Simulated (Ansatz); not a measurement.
Theory: Ansatz, DFT PBE, scalar-relativistic, plane waves, PAW. Settings: cutoff 420 eV, Γ-centred meshes spaced at most about 0.3 Å⁻¹ (2π included), Gaussian smearing. No spin polarisation in the final relaxations.

Temperature and zero-point effects are left out.

Two relaxed structures of LiF:

1.

Space group I4_1md (No. 109). a = 2.658 Å, b = 2.658 Å, c = 9.889 Å, α = 90.00°, β = 90.00°, γ = 90.00°
| atom | site | symmetry | x | y | z |
| --- | --- | --- | --- | --- | --- |
| Li | 4a | 2mm. | 0.0000 | 0.0000 | 0.7902 |
| F | 4a | 2mm. | 0.0000 | 0.0000 | 0.2098 |

2.

Space group P6_222 (No. 180). a = 2.966 Å, b = 2.966 Å, c = 7.352 Å, α = 90.00°, β = 90.00°, γ = 120.00°
```json
{"atom": "Li", "site": "3d", "symmetry": "222", "x": "0.0000", "y": "0.5000", "z": "0.1667"}
{"atom": "F", "site": "3c", "symmetry": "222", "x": "0.5000", "y": "0.5000", "z": "0.3333"}
```

Problem. Which would you expect to be lower, and how large is the difference?

Solution. Cell 2 is lower, by 84 meV/atom. Cell 1 has space group I4_1md (No. 109), 8.7 Å³/atom and a gap of 7.76 eV on its mesh; cell 2 has space group P6_222 (No. 180), 9.3 Å³/atom and a gap of 7.81 eV. Counting F atoms around Li (those within 1.25 times the shortest such distance or 1.15 times the sum of covalent radii), cell 1 has Li 6 and cell 2 has Li 4. The lower one is the more open, so pressure narrows the difference. In cell 1, around Li lie 6 F at 2.04–2.14 Å; around F lie 6 Li at 2.04–2.14 Å. In cell 2, Li has 4 F at 1.92 Å; F has 4 Li at 1.92 Å. Both come from invented guesses. A third cell relaxed alike, in Fm-3m, lies 57 meV/atom below the lower of the two; the P6_222 cell fell into it when its atoms were moved at random. The part of the Crystallography Open Database at hand lists LiF in space group No. 225; sharing a group (Fm-3m) doesn't make a cell the listed structure.

Kohn–Sham gaps at this level usually fall short of measured ones. Cells relaxed within their symmetry can be saddle points; a later kick test found a lower structure for LiF P6_222.
